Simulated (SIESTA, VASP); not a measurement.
**One calculation of Mg3Sb2, 4 ways**

```xyz
5
Lattice="4.5820 0.0000 0.0000 -2.2910 3.9681 0.0000 0.0000 0.0000 7.2440" Properties=species:S:1:pos:R:3 pbc="T T T"
Sb    2.2910    1.3227    5.5417
Sb    0.0000    2.6454    1.7023
Mg    0.0000    0.0000    0.0000
Mg    2.2910    1.3227    2.6803
Mg    0.0000    2.6454    4.5637
```

Alike in all runs: task band structure; functional PBE; k mesh 7 × 7 × 4; occupations fermi-dirac, width 0.05 eV; no spin polarisation; no spin-orbit coupling. Pressure is positive in compression and, in plane waves, holds the error of the finite cutoff. Gaps are the smaller of the mesh's and the band path's.

```csv
program and potentials,plane-wave cutoff (eV),notes,band gap (eV),pressure (GPa),largest force (eV/Å)
"SIESTA, files PseudoDojo sr-pbe-0.4.1-standard, DZP (energy shift 0.003 Ry; two zetas on semicore shells)",-,atomic basis; 12 valence electrons an atom on average,0.17,2.29,0.687
"VASP, PBE PAW files Mg, Sb, 520 eV",520,3.2 valence electrons an atom on average,0.27,0.96,0.498
"VASP, PBE PAW files Mg, Sb, release 54, 500 eV",500,3.2 valence electrons an atom on average,0.27,0.96,0.498
"VASP, PBE PAW files Mg_sv_GW, Sb_d_GW, 600 eV",600,12 valence electrons an atom on average,?,?,?
```

Question: Estimate from the other rows what the run with VASP, PBE PAW files Mg_sv_GW, Sb_d_GW, 600 eV gave.

Answer: Band gap 0.29 eV; pressure 0.61 GPa; largest force 0.485 eV/Å. The other rows, which needn't bracket it: band gap 0.17 to 0.27; pressure 0.96 to 2.29; largest force 0.498 to 0.687.
